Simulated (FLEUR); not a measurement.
## NiO under changes of volume

One of the cells (9.076 Å³/atom); the others are scaled copies at fixed shape and fractional positions:

```
Ni O
1.0
     0.00000    2.08590    2.08590
     2.08590    0.00000    2.08590
     2.08590    2.08590    0.00000
Ni O
1 1
Cartesian
  0.0000 0.0000 0.0000
  2.0859 2.0859 2.0859
```

```yaml
Program: FLEUR MaX-R8.1 (later development tree)
Functional: r2SCAN
Potentials_or_basis: all-electron
Basis: FLAPW
Kmax: 4.88 1/bohr
k_mesh: 11 × 11 × 11
Occupations: fermi-dirac, width 0.05 eV
Spin: collinear spin, ferromagnetic start
Starting_moments: "[1.0, 0.0] μB"
```

```tsv
volume (Å³/atom)	energy over the lowest point (meV/atom)	gap on the mesh (eV)
8.531	?	?
8.713	16.89	0.70
9.076	0.00	0.84
9.439	4.07	0.98
9.620	12.38	1.04
```

Q: What does the run at 8.531 Å³/atom give?

A: Energy over the lowest point 34.61 meV/atom; gap on the mesh 0.61 eV.

Worked out: A Birch-Murnaghan fit of order 2 (a polynomial in V^(-2/3)) to the other rows has its minimum at 9.18 Å³/atom with B0 = V·E''(V) = 217 GPa. It gives 34.47 meV/atom at 8.531 Å³/atom, against the run's 34.61. A straight line through the other rows of the gap, of slope 3.46 eV per unit of ln V, extrapolates to 0.63 eV, against the run's 0.61.

Energies are extrapolated to zero smearing.

Caveats: the meta-GGA is that of a development version, with a GGA for the radial functions and cores and without core tails; an odd mesh through Γ misses points on the zone boundary, where band edges often lie; a cell with one magnetic atom can't hold antiferromagnetic order, which such compounds often take.
